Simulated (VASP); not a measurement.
Wanted: the native input for a VASP 6.6.1 run.

* Task: relaxation of cell and atoms
* Functional: LDA
* Potentials or basis: VASP PAW LDA potentials, release 64 (Al, N)
* Cutoff: 600 eV
* k mesh: 12 × 12 × 12
* Occupations: gaussian, width 0.03 eV
* Spin: no spin polarisation
* Further INCAR settings: ALGO = Normal; EDIFF = 1e-07; IBRION = 2; EDIFFG = -0.005; NSW = 90; ISIF = 3

The structure of AlN lies in POSCAR:

```
AlN                                     
1.0
    0.0000000000      2.0068171721      2.0068171721
    2.0068171721      0.0000000000      2.0068171721
    2.0068171721      2.0068171721      0.0000000000
  Al              N             
     1     1
Direct
     0.5000000000000000    0.5000000000000000    0.5000000000000000
     0.0000000000000000    0.0000000000000000    0.0000000000000000
```

Measurements of this composition are mostly on another form, of space group No. 186.

One way to write it, as run:

INCAR

```
PREC = Accurate
ENCUT = 600
EDIFF = 1E-7
ISMEAR = 0
SIGMA = 0.03
LREAL = False
LASPH = True
NELM = 80
ALGO = Normal
ISIF = 3
LWAVE = False
LCHARG = False
IBRION = 2
NSW = 90
EDIFFG = -0.005
```

KPOINTS

```
regular mesh
0
Gamma
  12 12 12
```

Potentials or basis: VASP PAW LDA potentials, release 64 (Al, N).

The run is started by

```bash
$ cat potpaw_LDA.64/Al/POTCAR potpaw_LDA.64/N/POTCAR > POTCAR
$ mpirun -np 1 vasp_std > vasp.out
```

Results of the run:

```
Pressure after relaxing : 0.0 GPa
Band gap on the k mesh  : 4.67 eV, indirect (least direct gap 6.09 eV)
```

Caveat: the relaxation stopped at its first step, so nothing moved.

It took 3.3 s on 1 thread of Intel(R) Xeon(R) 6975P-C (Granite Rapids), on a shared host, peak memory 0.13 GiB.
